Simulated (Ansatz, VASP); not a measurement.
**Ga3O2: VASP beside Ansatz**

```
Ga O
1.0
     4.39788    0.00000    0.00000
     0.00000    4.39788    0.00000
     0.00000    0.00000    4.39788
Ga O
3 2
Direct
  0.00000 0.50000 0.50000
  0.50000 0.00000 0.50000
  0.50000 0.50000 0.00000
  0.00000 0.00000 0.00000
  0.50000 0.50000 0.50000
```

Alike in both runs: functional PBE; k mesh 8 × 8 × 8; occupations gaussian, width 0.1 eV; no spin polarisation.

Ansatz relaxed the structure, and its values are those at the end. VASP's run is a single point on that final structure, the one shown.

|  | VASP | Ansatz |
| --- | --- | --- |
| version | VASP 6.6.1 | Ansatz 0.2.0 |
| potentials or method | VASP PAW PBE potentials, release 64 (Ga_d, O) | scalar-relativistic, plane waves, PAW |
| plane-wave cutoff (eV) | 520 | 420 |
| valence electrons in the cell | 51 | 51 |

VASP gave:

```
gap on the k mesh at the Fermi level (eV) : none
pressure (GPa)                            : 0.1
```

Question: Estimate Ansatz's values.

Answer: gap on the k mesh at the Fermi level (eV): none; pressure (GPa): 0.0.

A gap of «none» marks a metal or a gap that the smearing closes. With one functional, cell and mesh, what is left measures potentials, basis and numerics.

Caveats: an odd number of electrons without spin polarisation forces a metal; a magnetic or distorted state may lie lower.
